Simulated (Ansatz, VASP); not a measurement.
# Two plane-wave programs on Cu

```
Cu
1.0
     0.00000    1.81487    1.81487
     1.81487    0.00000    1.81487
     1.81487    1.81487    0.00000
Cu
1
Direct
  0.00000 0.00000 0.00000
```

Alike in both runs: task single point; functional PBE; k mesh 20 × 20 × 20; occupations gaussian, width 0.1 eV; no spin polarisation.

```csv
,VASP,Ansatz
version,VASP 6.6.1,Ansatz 0.2.0
potentials or method,"VASP PAW PBE potentials, release 64 (Cu)","scalar-relativistic, plane waves, PAW"
plane-wave cutoff (eV),520,420
valence electrons in the cell,11,19
```

```csv
,VASP,Ansatz,Ansatz less VASP
gap on the k mesh at the Fermi level (eV),none,none,-
pressure (GPa),0.6,0.0,-0.57
```

A gap of «none» marks a metal or a gap that the smearing closes. The two sets of potentials don't hold the same shells in valence.
